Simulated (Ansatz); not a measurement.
# Bi: energy along a strain

Bi, R-3m, a = 4.546 Å, c = 11.862 Å (as given, not relaxed at this level: 1.8 GPa, forces to 0.19 eV/Å). Ansatz: PBE, PAW, 420 eV, Γ-centred 12×12×12 mesh on 2 atoms, Gaussian smearing 0.15 eV; no spin polarisation. Cell vectors (Å): 2.273 1.312 3.954; -2.273 1.312 3.954; 0.000 -2.625 3.954. The cell is strained by x per cent times the pattern (1 0 0 0 0 0) in the order xx yy zz yz xz xy (engineering shears), with fractional coordinates held. y is the free energy over the start, V0 = 35.383 Å³/atom. Points with a strain past 8.5 % were computed too (3) and aren't used here.

```
x (%) y (meV/atom)
-7.50         94.88
-5.00         47.32
-2.50         16.34
 0.00          0.00
 2.50         -3.56
 5.00             ?
 7.50         20.49
```

Task: Fit y = c1 x + c2 x² + c3 x³ to the other rows, get the stiffness along the pattern, and predict the missing energy.

Result: Least squares on the rows shown. y = −3.8498 x + 1.0254 x² − 0.019716 x³. The clamped-ion stiffness p·C·p = 2 × 10.25 eV × 160.2 / 35.383 Å³ = 93 GPa, which is C11 in these axes (second derivative at the start, which stands under stress). At x = 5.00 the fit asked for gives 3.92 meV/atom. The run gave 3.85 meV/atom, so the fit is 0.07 meV/atom too high, a small miss on the scale of the series.

Spin–orbit coupling is left out, which can shift energies with elements as heavy as these.